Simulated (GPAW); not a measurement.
# BeTe (F-43m) in GPAW: further runs

The runs below take BeTe through single point, relaxation of cell and atoms, with PBE, PBEsol+D4, RPBE+D3(BJ).

Program: GPAW 26.7.0. These are calculated values, not measurements. Logs are shortened: lines on timing, memory, paths and dates and some standing lists are left out, and cuts for length are marked. The log counts tension as positive stress, the text compression.

## (1) Starting point

The structure is cubic, space group F-43m (No. 216). The conventional cell has a = 5.540 Å, b = 5.540 Å, c = 5.540 Å, α = 90.00°, β = 90.00°, γ = 90.00°. Te (site symmetry -43m) is surrounded by 4 Be at 2.40 Å. Be (site symmetry -43m) has 4 Te at 2.40 Å as nearest neighbours.

## (2) Single point, PBE

run.py

```python
from ase.dft.bandgap import bandgap
from ase.io import read, write
from ase.units import GPa
from gpaw import GPAW, PW

atoms = read('BeTe.xyz')

calc = GPAW(mode=PW(800),
            xc='PBE',
            kpts={'size': (8, 8, 8), 'gamma': True},
            occupations={'name': 'methfessel-paxton', 'order': 0, 'width': 0.017},
            nbands=11,
            convergence={'density': 1e-05, 'energy': 1e-05},
            maxiter=150,
            txt='gpaw.txt')
atoms.calc = calc
energy = atoms.get_potential_energy()
forces = atoms.get_forces()
stress = atoms.get_stress()
calc.write('gs.gpw')
write('result.traj', atoms)
print(f'Energy: {energy:.6f} eV')
print('Forces (eV/A):')
print(forces.round(4))
print('Stress (GPa):', (stress / GPa).round(3))
print('Fermi level:', round(calc.get_fermi_level(), 4), 'eV')
print(f'Gap: {bandgap(calc)[0]:.4f} eV, direct: {bandgap(calc, direct=True)[0]:.4f} eV')
```

BeTe.xyz

```xyz
2
Lattice="0.0000000000 2.7700000000 2.7700000000 2.7700000000 0.0000000000 2.7700000000 2.7700000000 2.7700000000 0.0000000000" Properties=species:S:1:pos:R:3 pbc="T T T"
Te     4.1550000000      4.1550000000      4.1550000000
Be     0.0000000000      0.0000000000      0.0000000000
```

Potentials or basis: GPAW PAW data sets (gpaw-data 1.2.1), pw.

The run is started by

```
$ OMP_NUM_THREADS=1 python run.py
```

gpaw.txt:

```text
__  _  _
 | _ |_)|_||  |
 |__||  | ||/\| - 26.7.0

Input parameters:
  mode=PW(ecut=800.0),
  convergence={'density': 1e-05, 'energy': 1e-05},
  kpts=MonkhorstPack(size=(8, 8, 8), gamma=True),
  maxiter=150,
  nbands=11,
  occupations=Occupations(name='methfessel-paxton', order=0, width=0.017),
  xc=XC(name='PBE')

Diagonalizing LCAO Hamiltonian
Converting LCAO to pw mode

                    Te

       Be

Atoms  # Å, Bohr magnetons
|   | symbol |        x |        y |        z |    initial magnetic moments |
|---|--------|----------|----------|----------|-----------------------------|
| 0 |     Te | 4.155000 | 4.155000 | 4.155000 | ( 0.0000,  0.0000,  0.0000) |
| 1 |     Be | 0.000000 | 0.000000 | 0.000000 | ( 0.0000,  0.0000,  0.0000) |

Unit cell  # Å
| periodic |        x |        y |        z |  lengths |    angles |
|----------|----------|----------|----------|----------|-----------|
|      yes | 0.000000 | 2.770000 | 2.770000 | 3.917372 | 60.000000 |
|      yes | 2.770000 | 0.000000 | 2.770000 | 3.917372 | 60.000000 |
|      yes | 2.770000 | 2.770000 | 0.000000 | 3.917372 | 60.000000 |

Number of symmetries: 24
Symmetry operations  # r_c * U_cc + t_c -> r_c
|    | kind |            matrix            |
|----|------|------------------------------|
|  0 |  E   |  1, 0, 0,  0, 1, 0,  0, 0, 1 |
|  1 |  σ   |  1, 0, 0,  0, 0, 1,  0, 1, 0 |
|  2 |  σ   |  1, 0,-1,  0, 1,-1,  0, 0,-1 |
|  3 |  C3  |  1, 0,-1,  0, 0,-1,  0, 1,-1 |
|  4 |  C3  |  1,-1, 0,  0,-1, 1,  0,-1, 0 |
|  5 |  σ   |  1,-1, 0,  0,-1, 0,  0,-1, 1 |
|  6 |  σ   |  0, 1, 0,  1, 0, 0,  0, 0, 1 |
|  7 |  C3  |  0, 1, 0,  0, 0, 1,  1, 0, 0 |
|  8 |  C2  |  0, 1,-1,  1, 0,-1,  0, 0,-1 |
|  9 |  S4  |  0, 1,-1,  0, 0,-1,  1, 0,-1 |
| 10 |  C3  |  0, 0, 1,  1, 0, 0,  0, 1, 0 |
| 11 |  σ   |  0, 0, 1,  0, 1, 0,  1, 0, 0 |
| 12 |  S4  |  0, 0,-1,  1, 0,-1,  0, 1,-1 |
| 13 |  C3  |  0, 0,-1,  0, 1,-1,  1, 0,-1 |
| 14 |  S4  |  0,-1, 1,  1,-1, 0,  0,-1, 0 |
| 15 |  C2  |  0,-1, 1,  0,-1, 0,  1,-1, 0 |
| 16 |  C3  |  0,-1, 0,  1,-1, 0,  0,-1, 1 |
| 17 |  S4  |  0,-1, 0,  0,-1, 1,  1,-1, 0 |
| 18 |  S4  | -1, 1, 0, -1, 0, 1, -1, 0, 0 |
| 19 |  C3  | -1, 1, 0, -1, 0, 0, -1, 0, 1 |
| 20 |  C3  | -1, 0, 1, -1, 1, 0, -1, 0, 0 |
| 21 |  S4  | -1, 0, 1, -1, 0, 0, -1, 1, 0 |
| 22 |  σ   | -1, 0, 0, -1, 1, 0, -1, 0, 1 |
| 23 |  C2  | -1, 0, 0, -1, 0, 1, -1, 1, 0 |

BZ-sampling:
  Number of BZ points: 512
  Number of IBZ points: 29

  Monkhorst-Pack size: [8, 8, 8]
  Monkhorst-Pack shift: [0.0625, 0.0625, 0.0625]

K-points  # in reciprocal-cell coordinates
|     |                                coordinates |     weight |
|-----|--------------------------------------------|------------|
|   0 | (  0.00000000,   0.00000000,   0.00000000) | 0.00195312 |
|   1 | (  0.12500000,   0.12500000,   0.00000000) | 0.01171875 |
|   2 | (  0.12500000,   0.12500000,   0.12500000) | 0.01562500 |
|   3 | (  0.25000000,   0.12500000,   0.12500000) | 0.02343750 |
|   4 | (  0.25000000,   0.25000000,   0.00000000) | 0.01171875 |
|   5 | (  0.25000000,   0.25000000,   0.12500000) | 0.04687500 |
|   6 | (  0.25000000,   0.25000000,   0.25000000) | 0.01562500 |
|   7 | (  0.37500000,   0.25000000,  -0.37500000) | 0.04687500 |
|   8 | (  0.37500000,   0.25000000,   0.12500000) | 0.04687500 |
|   9 | (  0.37500000,   0.25000000,   0.25000000) | 0.04687500 |
| ... |                                            |            |
|  28 | (  0.50000000,   0.50000000,   0.50000000) | 0.00781250 |

Plane wave coefficients: 2204
Cutoff: 800.0 eV

Spin-components: 1 (collinear spins)
Bands:           11
Projectors:      8
Spin-degeneracy: 2
Datatype:        complex128

Parallelization:
  kpt:    1
  domain: 1
  band:   1

Density:
  Valence electrons: 8.0
  Components: 1
  Grid points: [27 27 27]
  Charge: 0.0  # |e|

Potential:
  Grid points: [27 27 27]

species:
  Te:
    name:    Tellurium
    Z:       52.0
    valence: 6
    core:    46
    charge:  0.0  # [|e|]
    compensation charges:
      type: gauss
      rc: 0.36  # [Å]
      lmax: 2
    cutoffs:
      filter: 2.09  # [Å]
      core: 3.17  # [Å]
    projectors
    | kind |    occ | energy [eV] | rcut [Å] |
    |------|--------|-------------|----------|
    |   5s |  2.000 |     -15.089 |    1.180 |
    |   5p |  4.000 |      -5.955 |    1.196 |
    |    s |        |      12.123 |    1.180 |
    |    p |        |      21.256 |    1.196 |
    |    d |        |       0.000 |    1.238 |

    Using partial waves for Te as LCAO basis

  Be:
    name:    Beryllium
    Z:       4.0
    valence: 2
    core:    2
    charge:  0.0  # [|e|]
    compensation charges:
      type: gauss
      rc: 0.25  # [Å]
      lmax: 2
    cutoffs:
      filter: 1.42  # [Å]
      core: 1.77  # [Å]
    projectors
    | kind |    occ | energy [eV] | rcut [Å] |
    |------|--------|-------------|----------|
    |   2s |  2.000 |      -5.610 |    0.794 |
    |   2p |  0.000 |      -2.018 |    0.794 |
    |    s |        |      21.602 |    0.794 |

    Using partial waves for Be as LCAO basis

Reference energy: -185188.868407  # eV

eigensolver:
  PPCG
  Converge bands: occupied
  niter=2

density mixing:
  MSR1-Mixer
  Pratt-step length: 0.05
  Maximum mixing coefficient: 0.75
  Old densities: 10
  SVD Regularization: 0.005
  Good broyden scale: 1.0
  Trust region scale: 1.0
  Backstep threshold: 4.0
  History deletion threshold: 6.0
  Fourier metric: weight=20.0, sigma=0.015

occupation numbers:
  Methfessel-Paxton:
    width: 0.0170  # eV
    order: 0

poisson solver:
  ecut: 6400.0  # eV

xc functional:
  name: PBE with 2 nearest neighbor stencil

convergence criteria:
- Maximum integral of absolute [dens]ity change: 1e-05 electrons / valence electron
- Maximum [total energy] change in last 3 cyles: 1e-05 eV / valence electron
- Maximum integral of absolute [eigenst]ate change: 4e-08 eV^2 / valence electron
maximum number of iterations: 150

SCF iterations
|iter     | |      energy | eigst |  dens |
|---------|-|-------------|-------|-------|
|iter:   1| |   -7.753007 | -0.13 |       |
|iter:   2| |   -7.732445 | -2.16 | -0.91 |
|iter:   3| |   -7.606813 | -2.23 | -0.94 |
|iter:   4| |   -7.607223 | -3.17 | -1.54 |
|iter:   5| |   -7.607829 | -4.39 | -2.07 |
|iter:   6| |   -7.607871 | -5.55 | -2.67 |
|iter:   7| |   -7.607873c| -7.02 | -3.69 |
|iter:   8| |   -7.607873c| -7.88c| -4.09 |
|iter:   9| |   -7.607873c| -8.58c| -5.18c|

Converged in 9 steps
Energy contributions relative to reference atoms: (reference = -185188.868407)

Energy contributions:
  Kinetic:          18.484607
  Coulomb:         -16.522285
  Zero:              0.133810
  External:          0.000000
  Xc:               -9.704005
  Entropy:           0.000000
  Spinorbit:         0.000000
  ----------------------------
  Free energy:      -7.607873
  Extrapolated:     -7.607873

dipole moment: (-0.434384, -0.434384, -0.434384)  # |e|*Ang

Fermi level: 6.831
Eigenvalues  # (at kpt = [0.000, 0.000, 0.000])
| band index |      eig [eV] | occ [0-2] |
|------------|---------------|-----------|
|          0 |        -7.058 |     2.000 |
|          1 |         5.561 |     2.000 |
|          2 |         5.561 |     2.000 |
|          3 |         5.561 |     2.000 |
|          4 |         9.146 |     0.000 |
|          5 |         9.146 |     0.000 |
|          6 |         9.146 |     0.000 |
|          7 |         9.760 |     0.000 |
|          8 |        13.972 |     0.000 |
|          9 |        16.130 |     0.000 |
|         10 |        16.532 |     0.000 |

Gap: 1.858 eV
Transition (v -> c):
  (s=0, k=0, n=3, [0.00, 0.00, 0.00]) -> (s=0, k=24, n=4, [0.50, 0.50, 0.00])
Direct/indirect transitions are different
Direct gap: 3.585 eV
Transition at: (s=0, k=0, n=3, [0.00, 0.00, 0.00])

Forces  # eV/Ang
|        x |       y |        z |
|----------|---------|----------|
| -0.00000 | 0.00000 |  0.00000 |  # Te   0
|  0.00000 | 0.00000 | -0.00000 |  # Be   1

Stress tensor  # eV/Ang^3
|         x |         y |         z |
|-----------|-----------|-----------|
| -0.027604 |  0.000000 |  0.000000 |
|  0.000000 | -0.027604 |  0.000000 |
|  0.000000 |  0.000000 | -0.027604 |

# Writing to gs.gpw (mode='')
```

Wall time 11 s (1 thread of Arm Neoverse V2, shared host); peak memory 0.16 GiB.

What came out:

- Free energy: -7.6079 eV
- Pressure: 4.4 GPa
- Band gap on the k mesh: 1.86 eV, indirect (least direct gap 3.58 eV)

Caveat: spin-orbit coupling is left out, which moves the levels of the heavy elements. A hybrid or GW would open this gap; PBE tends to underestimate it.

## (3) Single point, PBE

run.py, as its differences from that of step 2:

```diff
@@ -10,3 +10,3 @@
             kpts={'size': (8, 8, 8), 'gamma': True},
-            occupations={'name': 'methfessel-paxton', 'order': 0, 'width': 0.017},
+            occupations={'name': 'methfessel-paxton', 'order': 0, 'width': 0.023},
             nbands=11,
```

BeTe.xyz is that of step 2.

Potentials or basis: GPAW PAW data sets (gpaw-data 1.2.1), pw.

The run is started by

```
$ OMP_NUM_THREADS=1 python run.py
```

Wall time 11 s (1 thread of Arm Neoverse V2, shared host); peak memory 0.16 GiB.

Results (log left out):

| Item | Value |
| --- | --- |
| Free energy | -7.6079 eV |
| Pressure | 4.4 GPa |
| Band gap on the k mesh | 1.86 eV, indirect (least direct gap 3.58 eV) |

Levels at points of the mesh, in eV from the valence-band top:
```
           k point  band 2  band 3  band 4  band 5  band 6  band 7
(0.00, 0.00, 0.00)    0.00    0.00    0.00    3.58    3.58    3.58
(0.50, 0.50, 0.00)   -5.38   -2.84   -2.84    1.86    2.61   10.09
(0.50, 0.50, 0.50)   -5.86   -1.22   -1.22    3.23    4.60    4.60
```

Caveat: spin-orbit coupling is left out, which moves the levels of the heavy elements. A k mesh can miss the band edges.

## (4) Single point, PBE

run.py, as its differences from that of step 3:

```diff
@@ -5,3 +5,3 @@
 
-atoms = read('BeTe.xyz')
+atoms = read('POSCAR')
 
@@ -10,3 +10,3 @@
             kpts={'size': (8, 8, 8), 'gamma': True},
-            occupations={'name': 'methfessel-paxton', 'order': 0, 'width': 0.023},
+            occupations={'name': 'methfessel-paxton', 'order': 0, 'width': 0.027000000000000003},
             nbands=11,
```

POSCAR

```
BeTe
1.0
    0.0000000000      2.7700000000      2.7700000000
    2.7700000000      0.0000000000      2.7700000000
    2.7700000000      2.7700000000      0.0000000000
Te Be
1 1
Direct
    0.7500000000      0.7500000000      0.7500000000
    0.0000000000      0.0000000000      0.0000000000
```

The run is started by

```
$ OMP_NUM_THREADS=1 python run.py
```

Run time: 11 s. Hardware: 1 thread of Arm Neoverse V2, shared host; peak memory 0.16 GiB.

The run converged. Its results:

| Item | Value |
| --- | --- |
| Free energy | -7.6079 eV |
| Pressure | 4.4 GPa |
| Band gap on the k mesh | 1.86 eV, indirect (least direct gap 3.58 eV) |

Levels at points of the mesh, in eV from the valence-band top:
```
           k point  band 1  band 2  band 3  band 4  band 5  band 6  band 7
(0.00, 0.00, 0.00)  -12.62    0.00    0.00    0.00    3.58    3.58    3.58
(0.50, 0.50, 0.00)  -10.60   -5.38   -2.84   -2.84    1.86    2.61   10.09
(0.50, 0.50, 0.50)  -11.15   -5.86   -1.22   -1.22    3.23    4.60    4.60
```

Caveat: spin-orbit coupling is left out, which moves the levels of the heavy elements. A k mesh can miss the band edges.

## (5) Relaxation of cell and atoms, PBEsol+D4

run.py

```python
from ase.calculators.mixing import SumCalculator
from ase.filters import FrechetCellFilter
from ase.io import read, write
from ase.optimize import LBFGS
from dftd4.ase import DFTD4
from gpaw import GPAW, PW, setup_paths

setup_paths.insert(0, '.')

atoms = read('POSCAR')

calc = GPAW(mode=PW(800),
            xc='PBEsol',
            kpts={'size': (8, 8, 8), 'gamma': True},
            occupations={'name': 'fermi-dirac', 'width': 0.05},
            nbands=11,
            convergence={'density': 1e-05, 'forces': 0.0001},
            maxiter=150,
            txt='gpaw.txt')
atoms.calc = SumCalculator([calc, DFTD4(method='pbesol')])
opt = LBFGS(FrechetCellFilter(atoms), trajectory='relax.traj', logfile='-')
done = opt.run(fmax=0.02, steps=40)
calc.write('gs.gpw')
write('result.traj', atoms)
print('Converged:', done)
print('Cell:', atoms.cell.cellpar().round(4))
print('Volume:', round(atoms.get_volume(), 4))
print(atoms.get_scaled_positions().round(5))
```

POSCAR is that of step 4.

Potentials or basis: PAW data sets generated in the run's folder for this functional, pw.

The run is started by

```
$ gpaw-setup -f PBEsol Be Te
$ OMP_NUM_THREADS=1 python run.py
```

gpaw.txt:

```text
__  _  _
 | _ |_)|_||  |
 |__||  | ||/\| - 26.7.0

Input parameters:
  mode=PW(ecut=800.0),
  convergence={'density': 1e-05, 'forces': 0.0001},
  kpts=MonkhorstPack(size=(8, 8, 8), gamma=True),
  maxiter=150,
  nbands=11,
  occupations=Occupations(name='fermi-dirac', width=0.05),
  xc=XC(name='PBEsol')

Diagonalizing LCAO Hamiltonian
Converting LCAO to pw mode

                    Te

       Be

Atoms  # Å, Bohr magnetons
|   | symbol |        x |        y |        z |    initial magnetic moments |
|---|--------|----------|----------|----------|-----------------------------|
| 0 |     Te | 4.155000 | 4.155000 | 4.155000 | ( 0.0000,  0.0000,  0.0000) |
| 1 |     Be | 0.000000 | 0.000000 | 0.000000 | ( 0.0000,  0.0000,  0.0000) |

[... 461 lines left out ...]
|----------|----------|----------|
| -0.00000 | -0.00000 | -0.00000 |  # Te   0
|  0.00000 |  0.00000 |  0.00000 |  # Be   1

Interpolating wave functions to new cell

                    Te

       Be

Atoms  # Å, Bohr magnetons
|   | symbol |        x |        y |        z |    initial magnetic moments |
|---|--------|----------|----------|----------|-----------------------------|
| 0 |     Te | 4.171010 | 4.171010 | 4.171010 | ( 0.0000,  0.0000,  0.0000) |
| 1 |     Be | 0.000000 | 0.000000 | 0.000000 | ( 0.0000,  0.0000,  0.0000) |

Unit cell  # Å
| periodic |        x |        y |        z |  lengths |    angles |
|----------|----------|----------|----------|----------|-----------|
|      yes | 0.000000 | 2.780674 | 2.780674 | 3.932466 | 60.000000 |
|      yes | 2.780674 | 0.000000 | 2.780674 | 3.932466 | 60.000000 |
|      yes | 2.780674 | 2.780674 | 0.000000 | 3.932466 | 60.000000 |

Number of symmetries: 6
Symmetry operations  # r_c * U_cc + t_c -> r_c
|   | kind |            matrix            |
|---|------|------------------------------|
| 0 |  E   |  1, 0, 0,  0, 1, 0,  0, 0, 1 |
| 1 |  σ   |  1, 0, 0,  0, 0, 1,  0, 1, 0 |
| 2 |  σ   |  0, 1, 0,  1, 0, 0,  0, 0, 1 |
| 3 |  C3  |  0, 1, 0,  0, 0, 1,  1, 0, 0 |
| 4 |  C3  |  0, 0, 1,  1, 0, 0,  0, 1, 0 |
| 5 |  σ   |  0, 0, 1,  0, 1, 0,  1, 0, 0 |
[... 186 lines left out ...]
Stress tensor  # eV/Ang^3
|         x |         y |         z |
|-----------|-----------|-----------|
| -0.008375 |  0.000000 |  0.000000 |
|  0.000000 | -0.008375 |  0.000000 |
|  0.000000 |  0.000000 | -0.008375 |

Forces  # eV/Ang
|        x |        y |        z |
|----------|----------|----------|
|  0.00000 |  0.00000 |  0.00000 |  # Te   0
| -0.00000 | -0.00000 | -0.00000 |  # Be   1

# Writing to gs.gpw (mode='')
```

It took 64 s on 1 thread of Arm Neoverse V2, shared host; peak memory 0.22 GiB.

Results:

```
Free energy                            : -8.6515 eV
Relaxed volume                         : 21.50 Å³/atom
Relaxed cell                           : a = 3.932 Å, b = 3.932 Å, c = 3.932 Å, α = 60.00°, β = 60.00°, γ = 60.00°
Space group after relaxing (to 0.05 Å) : F-43m (No. 216)
Energy gained by relaxing              : 0.6 meV/atom
Ionic steps                            : 3
Pressure after relaxing                : 0.0 GPa
Band gap on the k mesh                 : 1.78 eV, indirect (least direct gap 3.59 eV)
Dispersion energy per atom             : -0.189 eV
```

The path:
| step | energy change (eV) | largest force (eV/Å) | pressure (GPa) | volume (Å³) |
| --- | --- | --- | --- | --- |
| 1 | 0.0000 | 0.0000 | 0.75 | 42.51 |
| 2 | -0.0004 | 0.0000 | 0.61 | 42.60 |
| 3 | -0.0012 | 0.0000 | 0.01 | 43.00 |

Final structure:
```
CELL_PARAMETERS angstrom
0.00000 2.78067 2.78067
2.78067 0.00000 2.78067
2.78067 2.78067 0.00000
ATOMIC_POSITIONS crystal
Te 0.75000 0.75000 0.75000
Be 0.00000 0.00000 0.00000
```

Caveat: later steps reuse the first step's grids; spin-orbit coupling is left out, which moves the levels of the heavy elements.

(Part 1 of 2 ends here.)
